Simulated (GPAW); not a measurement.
# BaS (Fm-3m) in GPAW: convergence with smearing function

Aim: find how far smearing function must go before the results for BaS settle, at PBE. This setting moves, with any that are tied to it; all else stays.

Everything below comes from runs of GPAW 26.7.0. Logs are shortened: lines on timing, memory, paths and dates and some standing lists are left out, and cuts for length are marked. The log counts tension as positive stress, the text compression.

**1. The crystal as given**

The structure is cubic, space group Fm-3m (No. 225). Conventional cell: a = 6.388 Å, b = 6.388 Å, c = 6.388 Å, α = 90.00°, β = 90.00°, γ = 90.00°. Ba (site symmetry m-3m) is surrounded by 6 S at 3.19 Å. S (site symmetry m-3m) has 6 Ba at 3.19 Å as nearest neighbours.

**2. With smearing function fermi-dirac**

Input file run.py:

```python
from ase.dft.bandgap import bandgap
from ase.io import read, write
from ase.units import GPa
from gpaw import GPAW, PW

atoms = read('POSCAR')

calc = GPAW(mode=PW(600),
            xc='PBE',
            kpts={'size': (7, 7, 7), 'gamma': True},
            occupations={'name': 'fermi-dirac', 'width': 0.1},
            nbands=16,
            convergence={'density': 1e-05, 'energy': 1e-05},
            maxiter=100,
            txt='gpaw.txt')
atoms.calc = calc
energy = atoms.get_potential_energy()
forces = atoms.get_forces()
stress = atoms.get_stress()
calc.write('gs.gpw')
write('result.traj', atoms)
print(f'Energy: {energy:.6f} eV')
print('Forces (eV/A):')
print(forces.round(4))
print('Stress (GPa):', (stress / GPa).round(3))
print('Fermi level:', round(calc.get_fermi_level(), 4), 'eV')
print(f'Gap: {bandgap(calc)[0]:.4f} eV, direct: {bandgap(calc, direct=True)[0]:.4f} eV')
```

Input file POSCAR:

```
BaS
1.0
    0.0000000000      3.1937500000      3.1937500000
    3.1937500000      0.0000000000      3.1937500000
    3.1937500000      3.1937500000      0.0000000000
Ba S
1 1
Direct
    0.0000000000      0.0000000000      0.0000000000
    0.5000000000      0.5000000000      0.5000000000
```

Potentials or basis: GPAW PAW data sets (gpaw-data 1.2.1), pw.

Run with:

```console
OMP_NUM_THREADS=1 python run.py
```

It took 12 s on 1 thread of Arm Neoverse V2, shared host; peak memory 0.16 GiB.

The run converged. Its results:

* Free energy: -10.1650 eV
* Pressure: 1.2 GPa
* Band gap on the k mesh: 2.19 eV, indirect (least direct gap 2.33 eV)

**3. With smearing function gaussian**

Edit run.py of step 2 so:

```diff
@@ -10,3 +10,3 @@
             kpts={'size': (7, 7, 7), 'gamma': True},
-            occupations={'name': 'fermi-dirac', 'width': 0.1},
+            occupations={'name': 'methfessel-paxton', 'order': 0, 'width': 0.1},
             nbands=16,
```

POSCAR is that of step 2.

Potentials or basis: GPAW PAW data sets (gpaw-data 1.2.1), pw.

Run with:

```console
OMP_NUM_THREADS=1 python run.py
```

Run time: 11 s. Hardware: 1 thread of Arm Neoverse V2, shared host; peak memory 0.16 GiB.

The run converged. Its results:

```
Free energy            : -10.1650 eV
Pressure               : 1.2 GPa
Band gap on the k mesh : 2.19 eV, indirect (least direct gap 2.33 eV)
```

**4. With smearing function marzari-vanderbilt**

Edit run.py of step 3 so:

```diff
@@ -10,3 +10,3 @@
             kpts={'size': (7, 7, 7), 'gamma': True},
-            occupations={'name': 'methfessel-paxton', 'order': 0, 'width': 0.1},
+            occupations={'name': 'marzari-vanderbilt', 'width': 0.1},
             nbands=16,
```

POSCAR is that of step 3.

Run with:

```console
OMP_NUM_THREADS=1 python run.py
```

Wall time 11 s (1 thread of Arm Neoverse V2, shared host); peak memory 0.16 GiB.

The run converged. Its results:

```
Free energy            : -10.1650 eV
Pressure               : 1.2 GPa
Band gap on the k mesh : 2.19 eV, indirect (least direct gap 2.33 eV)
```

**5. With smearing function methfessel-paxton**

Edit run.py of step 4 so:

```diff
@@ -10,3 +10,3 @@
             kpts={'size': (7, 7, 7), 'gamma': True},
-            occupations={'name': 'marzari-vanderbilt', 'width': 0.1},
+            occupations={'name': 'methfessel-paxton', 'width': 0.1, 'order': 1},
             nbands=16,
```

POSCAR is that of step 4.

Run with:

```console
OMP_NUM_THREADS=1 python run.py
```

It took 11 s on 1 thread of Arm Neoverse V2, shared host; peak memory 0.16 GiB.

It converged, with:

| Property | Result |
| --- | --- |
| Free energy | -10.1650 eV |
| Pressure | 1.2 GPa |
| Band gap on the k mesh | 2.19 eV, indirect (least direct gap 2.33 eV) |

**6. With smearing function tetrahedron-method**

Edit run.py of step 5 so:

```diff
@@ -10,3 +10,3 @@
             kpts={'size': (7, 7, 7), 'gamma': True},
-            occupations={'name': 'methfessel-paxton', 'width': 0.1, 'order': 1},
+            occupations={'name': 'tetrahedron-method'},
             nbands=16,
```

POSCAR is that of step 5.

Potentials or basis: GPAW PAW data sets (gpaw-data 1.2.1), pw.

Run with:

```console
OMP_NUM_THREADS=1 python run.py
```

It took 11 s on 1 thread of Arm Neoverse V2, shared host; peak memory 0.16 GiB.

Results (log left out):

- Free energy: -10.1650 eV
- Pressure: 1.2 GPa
- Band gap on the k mesh: 2.19 eV, indirect (least direct gap 2.33 eV)

**7. With smearing function improved-tetrahedron-method**

Edit run.py of step 6 so:

```diff
@@ -10,3 +10,3 @@
             kpts={'size': (7, 7, 7), 'gamma': True},
-            occupations={'name': 'tetrahedron-method'},
+            occupations={'name': 'improved-tetrahedron-method'},
             nbands=16,
```

POSCAR is that of step 6.

Run with:

```console
OMP_NUM_THREADS=1 python run.py
```

Wall time 11 s (1 thread of Arm Neoverse V2, shared host); peak memory 0.16 GiB.

The run converged. Its results:

| Item | Value |
| --- | --- |
| Free energy | -10.1650 eV |
| Pressure | 1.2 GPa |
| Band gap on the k mesh | 2.19 eV, indirect (least direct gap 2.33 eV) |

**8. With smearing function fixed**

Edit run.py of step 7 so:

```diff
@@ -10,3 +10,3 @@
             kpts={'size': (7, 7, 7), 'gamma': True},
-            occupations={'name': 'improved-tetrahedron-method'},
+            occupations={'width': 0.0},
             nbands=16,
```

POSCAR is that of step 7.

Potentials or basis: GPAW PAW data sets (gpaw-data 1.2.1), pw.

Run with:

```console
OMP_NUM_THREADS=1 python run.py
```

gpaw.txt:

```text
__  _  _
 | _ |_)|_||  |
 |__||  | ||/\| - 26.7.0

Input parameters:
  mode=PW(ecut=600.0),
  convergence={'density': 1e-05, 'energy': 1e-05},
  kpts=MonkhorstPack(size=(7, 7, 7), gamma=True),
  maxiter=100,
  nbands=16,
  occupations=Occupations(width=0.0),
  xc=XC(name='PBE')

Diagonalizing LCAO Hamiltonian
Converting LCAO to pw mode

                 S

       Ba

Atoms  # Å, Bohr magnetons
|   | symbol |        x |        y |        z |    initial magnetic moments |
|---|--------|----------|----------|----------|-----------------------------|
| 0 |     Ba | 0.000000 | 0.000000 | 0.000000 | ( 0.0000,  0.0000,  0.0000) |
| 1 |      S | 3.193750 | 3.193750 | 3.193750 | ( 0.0000,  0.0000,  0.0000) |

Unit cell  # Å
| periodic |        x |        y |        z |  lengths |    angles |
|----------|----------|----------|----------|----------|-----------|
|      yes | 0.000000 | 3.193750 | 3.193750 | 4.516645 | 60.000000 |
|      yes | 3.193750 | 0.000000 | 3.193750 | 4.516645 | 60.000000 |
|      yes | 3.193750 | 3.193750 | 0.000000 | 4.516645 | 60.000000 |

Number of symmetries: 48
Symmetry operations  # r_c * U_cc + t_c -> r_c
|    | kind |            matrix            |
|----|------|------------------------------|
|  0 |  σ   |  1, 0, 0,  1, 0,-1,  1,-1, 0 |
|  1 |  C2  |  1, 0, 0,  1,-1, 0,  1, 0,-1 |
|  2 |  E   |  1, 0, 0,  0, 1, 0,  0, 0, 1 |
|  3 |  σ   |  1, 0, 0,  0, 0, 1,  0, 1, 0 |
|  4 |  C4  |  1, 0,-1,  1, 0, 0,  1,-1, 0 |
|  5 |  S6  |  1, 0,-1,  1,-1, 0,  1, 0, 0 |
|  6 |  σ   |  1, 0,-1,  0, 1,-1,  0, 0,-1 |
|  7 |  C3  |  1, 0,-1,  0, 0,-1,  0, 1,-1 |
|  8 |  S6  |  1,-1, 0,  1, 0, 0,  1, 0,-1 |
|  9 |  C4  |  1,-1, 0,  1, 0,-1,  1, 0, 0 |
| 10 |  C3  |  1,-1, 0,  0,-1, 1,  0,-1, 0 |
| 11 |  σ   |  1,-1, 0,  0,-1, 0,  0,-1, 1 |
| 12 |  σ   |  0, 1, 0,  1, 0, 0,  0, 0, 1 |
| 13 |  C4  |  0, 1, 0,  0, 1,-1, -1, 1, 0 |
| 14 |  C3  |  0, 1, 0,  0, 0, 1,  1, 0, 0 |
| 15 |  S6  |  0, 1, 0, -1, 1, 0,  0, 1,-1 |
| 16 |  C2  |  0, 1,-1,  1, 0,-1,  0, 0,-1 |
| 17 |  σ   |  0, 1,-1,  0, 1, 0, -1, 1, 0 |
| 18 |  S4  |  0, 1,-1,  0, 0,-1,  1, 0,-1 |
| 19 |  C4  |  0, 1,-1, -1, 1, 0,  0, 1, 0 |
| 20 |  C3  |  0, 0, 1,  1, 0, 0,  0, 1, 0 |
| 21 |  σ   |  0, 0, 1,  0, 1, 0,  1, 0, 0 |
| 22 |  S6  |  0, 0, 1,  0,-1, 1, -1, 0, 1 |
| 23 |  C4  |  0, 0, 1, -1, 0, 1,  0,-1, 1 |
| 24 |  S4  |  0, 0,-1,  1, 0,-1,  0, 1,-1 |
| 25 |  C3  |  0, 0,-1,  0, 1,-1,  1, 0,-1 |
| 26 |  C2  |  0, 0,-1,  0,-1, 0, -1, 0, 0 |
| 27 |  S6  |  0, 0,-1, -1, 0, 0,  0,-1, 0 |
| 28 |  S4  |  0,-1, 1,  1,-1, 0,  0,-1, 0 |
| 29 |  C4  |  0,-1, 1,  0, 0, 1, -1, 0, 1 |
| 30 |  C2  |  0,-1, 1,  0,-1, 0,  1,-1, 0 |
| 31 |  σ   |  0,-1, 1, -1, 0, 1,  0, 0, 1 |
| 32 |  C3  |  0,-1, 0,  1,-1, 0,  0,-1, 1 |
| 33 |  S6  |  0,-1, 0,  0, 0,-1, -1, 0, 0 |
| 34 |  S4  |  0,-1, 0,  0,-1, 1,  1,-1, 0 |
| 35 |  C2  |  0,-1, 0, -1, 0, 0,  0, 0,-1 |
| 36 |  C2  | -1, 1, 0,  0, 1, 0,  0, 1,-1 |
| 37 |  S6  | -1, 1, 0,  0, 1,-1,  0, 1, 0 |
| 38 |  S4  | -1, 1, 0, -1, 0, 1, -1, 0, 0 |
| 39 |  C3  | -1, 1, 0, -1, 0, 0, -1, 0, 1 |
| 40 |  S6  | -1, 0, 1,  0, 0, 1,  0,-1, 1 |
| 41 |  C2  | -1, 0, 1,  0,-1, 1,  0, 0, 1 |
| 42 |  C3  | -1, 0, 1, -1, 1, 0, -1, 0, 0 |
| 43 |  S4  | -1, 0, 1, -1, 0, 0, -1, 1, 0 |
| 44 |  C2  | -1, 0, 0,  0, 0,-1,  0,-1, 0 |
| 45 |  i   | -1, 0, 0,  0,-1, 0,  0, 0,-1 |
| 46 |  σ   | -1, 0, 0, -1, 1, 0, -1, 0, 1 |
| 47 |  C2  | -1, 0, 0, -1, 0, 1, -1, 1, 0 |

BZ-sampling:
  Number of BZ points: 343
  Number of IBZ points: 20

  Monkhorst-Pack size: [7, 7, 7]
  Monkhorst-Pack shift: [0, 0, 0]

K-points  # in reciprocal-cell coordinates
|     |                                coordinates |     weight |
|-----|--------------------------------------------|------------|
|   0 | (  0.00000000,   0.00000000,   0.00000000) | 0.00291545 |
|   1 | (  0.14285714,   0.14285714,   0.00000000) | 0.01749271 |
|   2 | (  0.14285714,   0.14285714,   0.14285714) | 0.02332362 |
|   3 | (  0.28571429,   0.14285714,   0.14285714) | 0.03498542 |
|   4 | (  0.28571429,   0.28571429,   0.00000000) | 0.01749271 |
|   5 | (  0.28571429,   0.28571429,   0.14285714) | 0.06997085 |
|   6 | (  0.28571429,   0.28571429,   0.28571429) | 0.02332362 |
|   7 | (  0.42857143,  -0.28571429,  -0.28571429) | 0.03498542 |
|   8 | (  0.42857143,   0.28571429,  -0.42857143) | 0.13994169 |
|   9 | (  0.42857143,   0.28571429,  -0.28571429) | 0.06997085 |
| ... |                                            |            |
|  19 | (  0.42857143,   0.42857143,   0.42857143) | 0.02332362 |

Plane wave coefficients: 2186
Cutoff: 600.0 eV

Spin-components: 1 (collinear spins)
Bands:           16
Projectors:      11
Spin-degeneracy: 2
Datatype:        complex128

Parallelization:
  kpt:    1
  domain: 1
  band:   1

Density:
  Valence electrons: 16.0
  Components: 1
  Grid points: [27 27 27]
  Charge: 0.0  # |e|

Potential:
  Grid points: [27 27 27]

species:
  Ba:
    name:    Barium
    Z:       56.0
    valence: 10
    core:    46
    charge:  0.0  # [|e|]
    compensation charges:
      type: gauss
      rc: 0.37  # [Å]
      lmax: 2
    cutoffs:
      filter: 2.06  # [Å]
      core: 2.33  # [Å]
    projectors
    | kind |    occ | energy [eV] | rcut [Å] |
    |------|--------|-------------|----------|
    |   5s |  2.000 |     -33.644 |    1.164 |
    |   6s |  2.000 |      -3.229 |    1.164 |
    |   5p |  6.000 |     -18.744 |    1.164 |
    |    p |        |       0.000 |    1.164 |
    |    d |        |       0.000 |    1.164 |
    |    d |        |      27.211 |    1.164 |

    Using partial waves for Ba as LCAO basis

  S:
    name:    Sulfur
    Z:       16.0
    valence: 6
    core:    10
    charge:  0.0  # [|e|]
    compensation charges:
      type: gauss
      rc: 0.24  # [Å]
      lmax: 2
    cutoffs:
      filter: 1.77  # [Å]
      core: 1.66  # [Å]
    projectors
    | kind |    occ | energy [eV] | rcut [Å] |
    |------|--------|-------------|----------|
    |   3s |  2.000 |     -17.254 |    0.974 |
    |   3p |  4.000 |      -7.008 |    0.979 |
    |    s |        |       9.957 |    0.974 |
    |    p |        |      20.203 |    0.979 |
    |    d |        |       0.000 |    0.900 |

    Using partial waves for S as LCAO basis

Reference energy: -232135.462409  # eV

eigensolver:
  PPCG
  Converge bands: occupied
  niter=2

density mixing:
  MSR1-Mixer
  Pratt-step length: 0.05
  Maximum mixing coefficient: 0.75
  Old densities: 10
  SVD Regularization: 0.005
  Good broyden scale: 1.0
  Trust region scale: 1.0
  Backstep threshold: 4.0
  History deletion threshold: 6.0
  Fourier metric: weight=20.0, sigma=0.015

occupation numbers:
  # Zero width

poisson solver:
  ecut: 4800.0  # eV

xc functional:
  name: PBE with 2 nearest neighbor stencil

convergence criteria:
- Maximum integral of absolute [dens]ity change: 1e-05 electrons / valence electron
- Maximum [total energy] change in last 3 cyles: 1e-05 eV / valence electron
- Maximum integral of absolute [eigenst]ate change: 4e-08 eV^2 / valence electron
maximum number of iterations: 100

SCF iterations
|iter     | |      energy | eigst |  dens |
|---------|-|-------------|-------|-------|
|iter:   1| |  -10.591065 | -0.25 |       |
|iter:   2| |  -10.494534 | -2.14 | -1.03 |
|iter:   3| |  -10.154349 | -1.88 | -1.08 |
|iter:   4| |  -10.160803 | -3.43 | -1.55 |
|iter:   5| |  -10.164798 | -3.92 | -1.91 |
|iter:   6| |  -10.164956 | -5.15 | -2.79 |
|iter:   7| |  -10.164962 | -6.86 | -3.50 |
|iter:   8| |  -10.164964c| -7.58c| -3.90 |
|iter:   9| |  -10.164964c| -8.44c| -5.12c|

Converged in 9 steps
Energy contributions relative to reference atoms: (reference = -232135.462409)

Energy contributions:
  Kinetic:          11.587418
  Coulomb:         -10.182765
  Zero:              0.030256
  External:          0.000000
  Xc:              -11.599872
  Entropy:           0.000000
  Spinorbit:         0.000000
  ----------------------------
  Free energy:     -10.164964
  Extrapolated:    -10.164964

dipole moment: (-38.646095, -38.646095, -38.646095)  # |e|*Ang

Fermi level: 5.957
Eigenvalues  # (at kpt = [0.000, 0.000, 0.000])
| band index |      eig [eV] | occ [0-2] |
|------------|---------------|-----------|
|          0 |       -21.163 |     2.000 |
|          1 |        -6.250 |     2.000 |
|          2 |        -6.250 |     2.000 |
|          3 |        -6.250 |     2.000 |
|          4 |        -5.483 |     2.000 |
|          5 |         4.862 |     2.000 |
[... 8 lines left out ...]
|         14 |        13.491 |     0.000 |
|         15 |        19.568 |     0.000 |

Gap: 2.191 eV
Transition (v -> c):
  (s=0, k=0, n=7, [0.00, 0.00, 0.00]) -> (s=0, k=16, n=8, [0.43, 0.43, 0.00])
Direct/indirect transitions are different
Direct gap: 2.330 eV
Transition at: (s=0, k=16, n=7, [0.43, 0.43, 0.00])

Forces  # eV/Ang
|       x |        y |        z |
|---------|----------|----------|
| 0.00000 |  0.00000 |  0.00000 |  # Ba   0
| 0.00000 | -0.00000 | -0.00000 |  # S    1

Stress tensor  # eV/Ang^3
|         x |         y |         z |
|-----------|-----------|-----------|
| -0.007687 |  0.000000 |  0.000000 |
|  0.000000 | -0.007687 |  0.000000 |
|  0.000000 |  0.000000 | -0.007687 |

# Writing to gs.gpw (mode='')
```

stdout:

```text
Energy: -10.164964 eV
Forces (eV/A):
[[ 0.  0.  0.]
 [ 0. -0. -0.]]
Stress (GPa): [-1.232 -1.232 -1.232  0.     0.     0.   ]
Fermi level: 5.9571 eV
Gap: 2.1907 eV, direct: 2.3303 eV
```

Wall time 11 s (1 thread of Arm Neoverse V2, shared host); peak memory 0.16 GiB.

What came out:

- Free energy: -10.1650 eV
- Pressure: 1.2 GPa
- Band gap on the k mesh: 2.19 eV, indirect (least direct gap 2.33 eV)

**9. The series at a glance**

| smearing function | energy less the tightest run, at zero smearing (meV/atom) | SCF cycles | CPU time (s) | peak memory (GiB) |
| --- | --- | --- | --- | --- |
| fermi-dirac | 0.00 | 9 | 12 | 0.16 |
| gaussian | 0.00 | 9 | 11 | 0.16 |
| marzari-vanderbilt | 0.00 | 9 | 11 | 0.16 |
| methfessel-paxton | 0.00 | 9 | 11 | 0.16 |
| tetrahedron-method | 0.00 | 9 | 11 | 0.16 |
| improved-tetrahedron-method | 0.00 | 9 | 11 | 0.16 |
| fixed | 0.00 | 9 | 11 | 0.16 |

Against the tightest run, the energy stays within 1 meV/atom from fermi-dirac on. The tightest run that finished is the yardstick and may itself not be fully converged.

Caveats: spin-orbit coupling is left out, which moves the levels of the heavy elements; an odd mesh through Γ misses points on the zone boundary, where band edges often lie.
